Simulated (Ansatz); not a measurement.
**Mg: strong compression**

One table from this session's results is given with a row withheld; the runs are named, their logs left out.

Program: Ansatz 0.2.0. Level of theory: DFT PBE, with the methods named in each step. These are calculated values, not measurements.

**The system as given**

The structure is cubic, space group Fm-3m (No. 225). Conventional cell: a = 4.510 Å, b = 4.510 Å, c = 4.510 Å, α = 90.00°, β = 90.00°, γ = 90.00°. Mg (site symmetry m-3m) is surrounded by 12 Mg at 3.19 Å.

Coordinates:

```
CELL_PARAMETERS angstrom
0.00000 2.25508 2.25508
2.25508 0.00000 2.25508
2.25508 2.25508 0.00000
ATOMIC_POSITIONS crystal
Mg 0.00000 0.00000 0.00000
```

Whether this phase is the stable one at these pressures isn't tested.

The first run:

The input, input.yaml:

```yaml
crystal:
  lattice:
    - [0.0, 2.2550831578, 2.2550831578]
    - [2.2550831578, 0.0, 2.2550831578]
    - [2.2550831578, 2.2550831578, 0.0]
  atoms:
    - { symbol: Mg, position: [0.0, 0.0, 0.0] }
kpoints:
  mp_grid: { grid: [16, 16, 16] }
scf:
  occupations: { method: fermi_dirac, width: 0.08 }
hamiltonian:
  xc: pbe
  pseudopotentials: { kind: paw }
output:
  forces: true
  stress: true
relax:
  f_tol: 0.005
  max_steps: 40
  cell: {}
```

On the command line:

```sh
$ ansatz run input.yaml --threads 1 --pin off --max-ram 2048MiB --backend cpu --events-out ev --progress --plain --runs-dir out
```

Among the steps run: Cell relaxed at zero pressure, PAW; Volume scaled by 1, PAW; Volume scaled by 0.9, PAW; Volume scaled by 0.8, PAW; Volume scaled by 0.7, PAW; Volume scaled by 0.6, PAW; Volume scaled by 0.5, PAW; Volume scaled by 0.4, PAW; Volume scaled by 0.4, PAW (source ansatz).

One of the session's tables, all rows but one given; the rest of the session is left out.

```
             method  volume over the first  volume (Å³/atom)  pressure (GPa)
                PAW                      1            23.134            0.00
                PAW                    0.9            20.820            4.57
                PAW                    0.8            18.507           12.16
                PAW                    0.7            16.194           25.10
                PAW                    0.6            13.880           48.19
                PAW                    0.5            11.567           92.23
                PAW                    0.4                 ?               ?
PAW (source ansatz)                    0.4             9.253          185.21
```

**Question.** Estimate the row for PAW, 0.4.

**Answer.** volume (Å³/atom): 9.253; pressure (GPa): 185.02.
